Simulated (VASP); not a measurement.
# Zr (P6_3/mmc) in VASP: a series of runs

One crystal, Zr, is run at these levels: PBEsol; tasks: relaxation of shape and atoms at fixed volume.

Program: VASP 6.6.1. These are calculated values, not measurements. Logs are shortened: lines on timing, memory, paths and dates and some standing lists are left out, and cuts for length are marked.

### 1 Starting point

The structure is hexagonal, space group P6_3/mmc (No. 194). The conventional cell has a = 3.186 Å, b = 3.186 Å, c = 5.114 Å, α = 90.00°, β = 90.00°, γ = 120.00°. Zr (site symmetry -6m2) is surrounded by 12 Zr at 3.15 to 3.19 Å.

### 2 Relaxation of shape and atoms at fixed volume, PBEsol (a relaxed cell with its volume scaled by 0.98)

Contents of INCAR:

```
ALGO     = Normal         # electronic algorithm
EDIFF    = 1E-7           # SCF threshold, eV
EDIFFG   = -0.01          # ionic threshold
ENCUT    = 600            # plane-wave cutoff, eV
GGA      = PS             # functional
IBRION   = 2              # ionic algorithm
ISIF     = 4              # what is computed and relaxed
ISMEAR   = 1              # smearing method
LASPH    = True           # aspherical terms in the spheres
LCHARG   = False          # write CHGCAR
LREAL    = False          # projectors in reciprocal space
LWAVE    = False          # write WAVECAR
NELM     = 80             # most SCF steps
NSW      = 40             # ionic steps
PREC     = Accurate       # precision mode
SIGMA    = 0.1            # smearing width, eV
```

Contents of KPOINTS:

```
k-points
0
Gamma
  15 15 7
```

Contents of POSCAR:

```
Zr                                      
1.0
    3.1646533540     -0.0000000000      0.0000000000
   -1.5823266771      2.7406701987      0.0000000000
    0.0000000000     -0.0000000000      5.0796549788
  Zr            
     2
Direct
     0.3333333332999970    0.6666666667000030    0.2500000000000000
     0.6666666667000030    0.3333333332999970    0.7500000000000000
```

Potentials or basis: VASP PAW PBE potentials, release 64 (Zr_sv).

Launch:

```console
$ cat potpaw_PBE.64/Zr_sv/POTCAR > POTCAR
$ mpirun -np 1 vasp_std > vasp.out
```

OUTCAR:

```text
EDIFF = 1E-7
   EDIFFG = -0.01
   ENCUT = 600
   GGA = PS
   IBRION = 2
   ISIF = 4
   ISMEAR = 1
   LASPH = True
   LREAL = False
   NELM = 80
   NSW = 40
   PREC = Accurate

 ion  position               nearest neighbor table
   1  0.333  0.667  0.250-   2 3.13   2 3.13   2 3.13   2 3.13   2 3.13   2 3.13
   2  0.667  0.333  0.750-   1 3.13   1 3.13   1 3.13   1 3.13   1 3.13   1 3.13

  LATTYP: Found a hexagonal cell.
 ALAT       =     3.1646533540
 C/A-ratio  =     1.6051220815

  Lattice vectors:

 A1 = (   3.1646533540,   0.0000000000,   0.0000000000)
 A2 = (  -1.5823266771,   2.7406701987,   0.0000000000)
 A3 = (   0.0000000000,   0.0000000000,   5.0796549788)

Analysis of symmetry for initial positions (statically):
=====================================================================
 Subroutine PRICEL returns:
 Original cell was already a primitive cell.

 Routine SETGRP: Setting up the symmetry group for a
 hexagonal supercell.

 Subroutine GETGRP returns: Found 24 space group operations
 (whereof 12 operations were pure point group operations)
 out of a pool of 24 trial point group operations.

The static configuration has the point symmetry D_3d.
 The point group associated with its full space group is D_6h.

Analysis of symmetry for dynamics (positions and initial velocities):
=====================================================================
 Subroutine PRICEL returns:
 Original cell was already a primitive cell.

 Routine SETGRP: Setting up the symmetry group for a
 hexagonal supercell.

 Subroutine GETGRP returns: Found 24 space group operations
 (whereof 12 operations were pure point group operations)
 out of a pool of 24 trial point group operations.

The dynamic configuration has the point symmetry D_3d.
 The point group associated with its full space group is D_6h.

 Subroutine INISYM returns: Found 24 space group operations
 (whereof 12 operations are pure point group operations),
 and found     1 'primitive' translations

----------------------------------------------------------------------------------------

                                     Primitive cell

  volume of cell :      44.0572

  direct lattice vectors                    reciprocal lattice vectors
     3.164653354  0.000000000  0.000000000     0.315990375  0.182437128  0.000000000
    -1.582326677  2.740670199  0.000000000     0.000000000  0.364874256  0.000000000
     0.000000000  0.000000000  5.079654979     0.000000000  0.000000000  0.196863764

  length of vectors
     3.164653354  3.164653354  5.079654979     0.364874256  0.364874256  0.196863764

  position of ions in fractional coordinates (direct lattice)
     0.333333333  0.666666667  0.250000000
     0.666666667  0.333333333  0.750000000

  ion indices of the primitive-cell ions
   primitive index   ion index
                 1           1
                 2           2

----------------------------------------------------------------------------------------

 KPOINTS: k-points

Automatic generation of k-mesh.
 Grid dimensions read from file:
 generate k-points for:   15   15    7

 Generating k-lattice:

  Cartesian coordinates                     Fractional coordinates (reciprocal lattice)
     0.021066025  0.012162475  0.000000000     0.066666667  0.000000000  0.000000000
     0.000000000  0.024324950  0.000000000     0.000000000  0.066666667  0.000000000
     0.000000000  0.000000000  0.028123395     0.000000000  0.000000000  0.142857143

  Length of vectors
     0.024324950  0.024324950  0.028123395

  Shift w.r.t. Gamma in fractional coordinates (k-lattice)
     0.000000000  0.000000000  0.000000000

 Subroutine IBZKPT returns following result:
 ===========================================

 Found    108 irreducible k-points:

 Following reciprocal coordinates:
            Coordinates               Weight
  0.000000  0.000000  0.000000      1.000000
  0.066667  0.000000  0.000000      6.000000
  0.133333  0.000000  0.000000      6.000000
  0.200000  0.000000  0.000000      6.000000
  0.266667  0.000000  0.000000      6.000000
  0.333333  0.000000  0.000000      6.000000
[... 16 lines left out ...]
  0.333333  0.200000  0.000000     12.000000
  0.400000  0.200000  0.000000      6.000000
 [... further k-points ...]
   k-points           NKPTS =    108   k-points in BZ     NKDIM =    108   number of bands    NBANDS=     16
   number of dos      NEDOS =    301   number of ions     NIONS =      2
   total plane-waves  NPLWV =  32928
   dimension x,y,z NGX =    28 NGY =   28 NGZ =   42
   dimension x,y,z NGXF=    56 NGYF=   56 NGZF=   84
   ions per type =               2
   NGX,Y,Z   is equivalent  to a cutoff of  14.71, 14.71, 13.75 a.u.
   NGXF,Y,Z  is equivalent  to a cutoff of  29.42, 29.42, 27.49 a.u.
 SYSTEM =  unknown system
   PREC   = accura    normal or accurate (medium, high low for compatibility)
   ISTART =      0    job   : 0-new  1-cont  2-samecut
   ICHARG =      2    charge: 1-file 2-atom 10-const
   ISPIN  =      1    spin polarized calculation?
   LNONCOLLINEAR =      F non collinear calculations
   LSORBIT =      F    spin-orbit coupling
   LASPH  =      T    aspherical Exc in radial PAW
   ENCUT  =  600.0 eV  44.10 Ry    6.64 a.u.   6.32  6.32 10.15*2*pi/ulx,y,z
   NELM   =     80;   NELMIN=  2; NELMDL= -5     # of ELM steps
   EDIFF  = 0.1E-06   stopping-criterion for ELM
   LREAL  =      F    real-space projection
   EDIFFG = -.1E-01   stopping-criterion for IOM
   NSW    =     40    number of steps for IOM
   IBRION =      2    ionic relax: 0-MD 1-quasi-New 2-CG
   NFREE  =      1    steps in history (QN), initial steepest desc. (CG)
   ISIF   =      4    stress and relaxation
   ISYM   =      2    0-nonsym 1-usesym 2-fastsym
   POTIM  = 0.5000    time-step for ionic-motion
   TEBEG  =    0.0;   TEEND  =   0.0 temperature during run
   PSTRESS=    0.0 pullay stress
   NELECT =      24.0000    total number of electrons
   NUPDOWN=      -1.0000    fix difference up-down
   EMIN   =  10.00;   EMAX   =-10.00  energy-range for DOS
   EFERMI =   0.00;   METHOD = LEGACY
   ISMEAR =     1;   SIGMA  =   0.10  broadening in eV -4-tet -1-fermi 0-gaus
   EFERMI_NEDOS =   21; number of points for ismear=-14 and -15
   IALGO  =     38    algorithm
   IMIX   =      4    mixing-type and parameters
     AMIX     =   0.40;   BMIX     =  1.00
     AMIX_MAG =   1.60;   BMIX_MAG =  1.00
  volume/ion in A,a.u.               =      22.03       148.66
  Fermi-wavevector in a.u.,A,eV,Ry     =   1.337025  2.526611 24.322263  1.787636
  Thomas-Fermi vector in A             =   2.465606
   LORBIT       =      0    0 simple, 1 ext, 2 COOP (PROOUT), +10 PAW based schemes
   GGA     = PS    functional components
   LHFCALC =     F    Hartree Fock is set to
   AEXX    =    0.0000 exact exchange contribution
   IVDW    =     0    specifies the selected vdW correction
   LEPSILON=     F    determine dielectric tensor
   LRPA    =     F    only Hartree local field effects (RPA)
 conjugate gradient relaxation of ions
 non-spin polarized calculation
 Methfessel and Paxton  Order N= 1 SIGMA  =   0.10
  energy-cutoff  :      600.00
  volume of cell :       44.06
 maximum number of plane-waves:      1496
 NGX is ok and might be reduce to    28
   NGX = 13   NGY = 13   NGZ = 21

--------------------------------------- Ionic step        1  -------------------------------------------

 number of electron      24.0000000 magnetization

 Free energy of the ion-electron system (eV)
  ---------------------------------------------------
  ext. energy  EPLUGINS =         0.00000000
  ---------------------------------------------------
  free energy    TOTEN  =       -18.15834734 eV

  energy without entropy =      -18.15954316  energy(sigma->0) =      -18.15874595

------------------------ aborting loop because EDIFF is reached ----------------------------------------

  FORCE on cell =-STRESS in cart. coord.  units (eV):
  Direction    XX          YY          ZZ          XY          YZ          ZX
  --------------------------------------------------------------------------------------
  -------------------------------------------------------------------------------------
  Total        0.5610221      0.5610221      0.6087561     -0.0000000      0.0000000      0.0000000
  in kB       20.4020319     20.4020319     22.1379191     -0.0000000      0.0000000      0.0000000
  external PRESSURE =      20.9806610 kB  Pullay stress =       0.0000000 kB

 VOLUME and BASIS-vectors are now :
 -----------------------------------------------------------------------------
  energy-cutoff  :      600.00
  volume of cell :       44.06
      direct lattice vectors                 reciprocal lattice vectors
     3.164653354  0.000000000  0.000000000     0.315990375  0.182437128  0.000000000
    -1.582326677  2.740670199  0.000000000     0.000000000  0.364874256  0.000000000
     0.000000000  0.000000000  5.079654979     0.000000000  0.000000000  0.196863764

 POSITION                                       TOTAL-FORCE (eV/Angst)
 -----------------------------------------------------------------------------------
     -0.00000      1.82711      1.26991        -0.000000      0.000000      0.000000
      1.58233      0.91356      3.80974         0.000000      0.000000      0.000000
 -----------------------------------------------------------------------------------
    total drift:                               -0.000000      0.000000     -0.000000

  FREE ENERGIE OF THE ION-ELECTRON SYSTEM (eV)
  ---------------------------------------------------
  free  energy   TOTEN  =       -18.1583473402 eV

  energy  without entropy=      -18.1595431578  energy(sigma->0) =      -18.15874595

--------------------------------------- Ionic step        2  -------------------------------------------

 number of electron      24.0000000 magnetization

 Free energy of the ion-electron system (eV)
  ---------------------------------------------------
  ext. energy  EPLUGINS =         0.00000000
  ---------------------------------------------------
  free energy    TOTEN  =       -18.15837041 eV

  energy without entropy =      -18.15954372  energy(sigma->0) =      -18.15876151

 E-fermi :   9.5038     XC(G=0): -11.4580

 val. band max:        9.5029794873   @ k =   0.1333   0.0000   0.1429
 cond. band min:       9.5076092334   @ k =   0.0667   0.0000   0.4286
 fundamental gap:      0.0046297460
 Fermi energy:         9.5038344458

 k-point     1 :       0.0000    0.0000    0.0000
  band No.  band energies     occupation
      1     -39.1417      2.00000
      2     -38.9519      2.00000
      3     -17.7908      2.00000
      4     -16.7480      2.00000
      5     -16.7480      2.00000
      6     -16.5994      2.00000
[... 8 lines left out ...]
     15      11.0983     -0.00000
     16      11.0983     -0.00000

 k-point     2 :       0.0667    0.0000    0.0000
  band No.  band energies     occupation
      1     -39.1351      2.00000
      2     -38.9490      2.00000
      3     -17.7745      2.00000
      4     -16.7859      2.00000
      5     -16.7602      2.00000
      6     -16.6262      2.00000
[... 8 lines left out ...]
     15      10.9794     -0.00000
     16      11.2165     -0.00000
[... 387 lines left out ...]
      5     -17.2349      2.00000
      6     -17.1266      2.00000
[... 8 lines left out ...]
     15      11.0122     -0.00000
     16      13.4987      0.00000

 k-point    24 :       0.4000    0.2000    0.0000
  band No.  band energies     occupation
      1     -38.9467      2.00000
      2     -38.9082      2.00000
      3     -17.5194      2.00000
      4     -17.3237      2.00000
      5     -17.1909      2.00000
      6     -17.1631      2.00000
[... 8 lines left out ...]
     15      11.1706     -0.00000
     16      13.9479      0.00000

 [... further k-points ...]
[... 5 lines left out ...]
  --------------------------------------------------------------------------------------
  -------------------------------------------------------------------------------------
  Total        0.5691969      0.5691969      0.5832301     -0.0000000     -0.0000000      0.0000000
  in kB       20.6993166     20.6993166     21.2096446     -0.0000000     -0.0000000      0.0000000
  external PRESSURE =      20.8694260 kB  Pullay stress =       0.0000000 kB

 VOLUME and BASIS-vectors are now :
 -----------------------------------------------------------------------------
  energy-cutoff  :      600.00
  volume of cell :       44.06
      direct lattice vectors                 reciprocal lattice vectors
     3.163439217 -0.000000000  0.000000000     0.316111653  0.182507148 -0.000000000
    -1.581719609  2.739618726 -0.000000000     0.000000000  0.365014296 -0.000000000
     0.000000000  0.000000000  5.083554898     0.000000000  0.000000000  0.196712737

 POSITION                                       TOTAL-FORCE (eV/Angst)
 -----------------------------------------------------------------------------------
     -0.00000      1.82641      1.27089        -0.000000      0.000000      0.000000
      1.58172      0.91321      3.81267         0.000000     -0.000000      0.000000
 -----------------------------------------------------------------------------------
    total drift:                               -0.000000      0.000000     -0.000000

  FREE ENERGIE OF THE ION-ELECTRON SYSTEM (eV)
  ---------------------------------------------------
  free  energy   TOTEN  =       -18.1583704092 eV

  energy  without entropy=      -18.1595437205  energy(sigma->0) =      -18.15876151

 reached required accuracy - stopping structural energy minimisation
```

Run time: 1.9 min. Hardware: 1 thread of Intel Xeon Platinum 8488C (Sapphire Rapids), shared host; peak memory 0.22 GiB.

Results:

| Property | Result |
| --- | --- |
| Free energy | -18.1584 eV |
| Energy gained by relaxing | 0.0 meV/atom |
| Ionic steps | 2 |
| Pressure after relaxing | 2.1 GPa |
| Band gap on the k mesh | none (metal or under the smearing width) |

Final structure:
```
CELL_PARAMETERS angstrom
3.16344 0.00000 0.00000
-1.58172 2.73962 0.00000
0.00000 0.00000 5.08355
ATOMIC_POSITIONS crystal
Zr 0.33333 0.66667 0.25000
Zr 0.66667 0.33333 0.75000
```

Levels at points of the mesh, in eV from the Fermi level:
| k point | band 10 | band 11 | band 12 | band 13 | band 14 | band 15 |
| --- | --- | --- | --- | --- | --- | --- |
| (0.00, 0.00, 0.00) | -3.21 | 0.87 | 0.87 | 0.94 | 1.32 | 1.59 |

Caveat: the PAW data sets were made with another functional, which shifts forces and pressure a little.

### 3 Relaxation of shape and atoms at fixed volume, PBEsol

INCAR is that of step 2.

KPOINTS is that of step 2.

Contents of POSCAR:

```
Zr                                      
1.0
    3.1860367956     -0.0000000000      0.0000000000
   -1.5930183979      2.7591888024      0.0000000000
    0.0000000000     -0.0000000000      5.1139780130
  Zr            
     2
Direct
     0.3333333332999970    0.6666666667000030    0.2500000000000000
     0.6666666667000030    0.3333333332999970    0.7500000000000000
```

Potentials or basis: VASP PAW PBE potentials, release 64 (Zr_sv).

Launch:

```console
$ cat potpaw_PBE.64/Zr_sv/POTCAR > POTCAR
$ mpirun -np 1 vasp_std > vasp.out
```

OUTCAR:

```text
EDIFF = 1E-7
   EDIFFG = -0.01
   ENCUT = 600
   GGA = PS
   IBRION = 2
   ISIF = 4
   ISMEAR = 1
   LASPH = True
   LREAL = False
   NELM = 80
   NSW = 40
   PREC = Accurate

 ion  position               nearest neighbor table
   1  0.333  0.667  0.250-   2 3.15   2 3.15   2 3.15   2 3.15   2 3.15   2 3.15
   2  0.667  0.333  0.750-   1 3.15   1 3.15   1 3.15   1 3.15   1 3.15   1 3.15

  LATTYP: Found a hexagonal cell.
 ALAT       =     3.1860367956
 C/A-ratio  =     1.6051220815

  Lattice vectors:

 A1 = (   3.1860367956,   0.0000000000,   0.0000000000)
 A2 = (  -1.5930183979,   2.7591888024,   0.0000000000)
[... 643 lines left out ...]

 [... further k-points ...]
[... 5 lines left out ...]
  --------------------------------------------------------------------------------------
  -------------------------------------------------------------------------------------
  Total        0.0025518      0.0025518     -0.0025263     -0.0000000     -0.0000000      0.0000000
  in kB        0.0909414      0.0909414     -0.0900338     -0.0000000     -0.0000000      0.0000000
  external PRESSURE =       0.0306163 kB  Pullay stress =       0.0000000 kB

 VOLUME and BASIS-vectors are now :
 -----------------------------------------------------------------------------
  energy-cutoff  :      600.00
  volume of cell :       44.96
      direct lattice vectors                 reciprocal lattice vectors
     3.186036796  0.000000000  0.000000000     0.313869570  0.181212681  0.000000000
    -1.593018398  2.759188802  0.000000000     0.000000000  0.362425362  0.000000000
     0.000000000  0.000000000  5.113978013     0.000000000  0.000000000  0.195542491

 POSITION                                       TOTAL-FORCE (eV/Angst)
 -----------------------------------------------------------------------------------
     -0.00000      1.83946      1.27849         0.000000      0.000000      0.000000
      1.59302      0.91973      3.83548        -0.000000     -0.000000      0.000000
 -----------------------------------------------------------------------------------
    total drift:                               -0.000000      0.000000     -0.000000

  FREE ENERGIE OF THE ION-ELECTRON SYSTEM (eV)
  ---------------------------------------------------
  free  energy   TOTEN  =       -18.1645331729 eV

  energy  without entropy=      -18.1655458167  energy(sigma->0) =      -18.16487072

 reached required accuracy - stopping structural energy minimisation
```

It took 70 s on 1 thread of Intel Xeon Platinum 8488C (Sapphire Rapids), shared host; peak memory 0.22 GiB.

What came out:

```yaml
Free_energy: -18.1645 eV
Pressure_after_relaxing: 0.0 GPa
Band_gap_on_the_k_mesh: none (metal or under the smearing width)
```

Final structure:
```xyz
2
Lattice="3.1860 0.0000 0.0000 -1.5930 2.7592 0.0000 0.0000 0.0000 5.1140" Properties=species:S:1:pos:R:3 pbc="T T T"
Zr    0.0000    1.8395    1.2785
Zr    1.5930    0.9197    3.8355
```

Caveat: the relaxation stopped at its first step, so nothing moved; the PAW data sets were made with another functional, which shifts forces and pressure a little.
